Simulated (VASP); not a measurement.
Runs of VASP 6.6.1 on Hf. The typed cell holds 2 atoms: a = 3.165 Å, b = 3.133 Å, c = 4.378 Å, α = 89.52°, β = 89.83°, γ = 89.89°. This isn't the form of Hf at room conditions, which is hcp.

```csv
task,level,potentials or basis,spin,cell,k mesh,cutoff (eV),smearing,grid for exact exchange (PRECFOCK),other keys,mesh quality,gap on the mesh (eV),pressure (GPa),relaxed volume (Å³/atom),largest force (eV/Å)
single point,PBE,"VASP PAW PBE potentials, release 64 (Hf_pv)",off,"all atoms moved at random, sigma 0.05 Å a component, cell strained at random, sigma 0.01",8 × 9 × 6,520,fermi-dirac 0.05 eV,-,-,not flagged,none,(a),-,0.21
relaxation of cell and atoms,PBE,"VASP PAW PBE potentials, release 64 (Hf_pv)",off,"relaxed from: all atoms moved at random, sigma 0.05 Å a component, cell strained at random, sigma 0.01",8 × 9 × 6,600,methfessel-paxton 0.2 eV,-,-,not flagged,none,0.0,22.49,-
relaxation of cell and atoms,LDA,"VASP PAW LDA potentials, release 64 (Hf_pv)",off,"relaxed from: all atoms moved at random, sigma 0.05 Å a component, cell strained at random, sigma 0.01",8 × 9 × 6,600,methfessel-paxton 0.2 eV,-,-,not flagged,none,0.0,20.68,0.01
single point,HSE03,"VASP PAW PBE potentials, release 64 (Hf_pv)","SOC, no magnetisation","all atoms moved at random, sigma 0.05 Å a component, cell strained at random, sigma 0.01; atoms moved at random, drawn with an rms of 0.15 Å",4 × 5 × 3,520,tetrahedron,Fast,-,coarse,-,4.3,-,1.18
```

Task: Estimate the missing entries.

Result: (a) 3.8.

Caveats: some runs use coarse meshes; the PAW data sets were made with another functional, which shifts forces and pressure a little (some runs).

A k mesh can miss the band edges, and rows without SOC leave out spin-orbit coupling on Hf.

A gap of «none» marks a metal or a gap under the smearing width.
